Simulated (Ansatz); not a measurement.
Write the native input for Ansatz 0.2.0 that does the following.

```yaml
Task: single point
Functional: PBEsol
Potentials_or_basis: all-electron LAPW, scalar-relativistic
Cutoff: 281 eV (chosen from the basis error)
Basis_error_allowed: 0.001 eV/atom
k_mesh: 10 × 10 × 10
Occupations: gaussian, width 0.1 eV
Spin: no spin polarisation
```

Crystal: ZrN.

```
Zr N
1.0
     0.00000    2.30000    2.30000
     2.30000    0.00000    2.30000
     2.30000    2.30000    0.00000
Zr N
1 1
Cartesian
  2.3000 2.3000 2.3000
  0.0000 0.0000 0.0000
```

One way to write it, as run:

input.yaml

```yaml
crystal:
  lattice:
    - [0.0, 2.3, 2.3]
    - [2.3, 0.0, 2.3]
    - [2.3, 2.3, 0.0]
  atoms:
    - { symbol: Zr, position: [0.5, 0.5, 0.5] }
    - { symbol: "N", position: [0.0, 0.0, 0.0] }
kpoints:
  mp_grid: { grid: [10, 10, 10] }
scf:
  occupations: { method: gaussian, width: 0.1 }
hamiltonian:
  xc: pbesol
  pseudopotentials: { kind: all_electron, lapw: { basis_error: 0.001 } }
output:
  forces: true
  stress: true
  eigenvalues: true
```

Potentials or basis: all-electron LAPW, scalar-relativistic.

Run with:

```console
$ ansatz run input.yaml --threads 1 --pin off --max-ram 3072MiB --backend cpu --events-out ev --progress --plain --runs-dir out
```

It gave:

```json
{"Pressure": "-7.8 GPa", "Band gap on the k mesh": "none (metal or under the smearing width)"}
```

Run time: 8.6 s on 1 thread of Intel(R) Xeon(R) Platinum 8259CL CPU @ 2.50GHz (Skylake/Cascade Lake), on a shared host, peak memory 0.34 GiB.
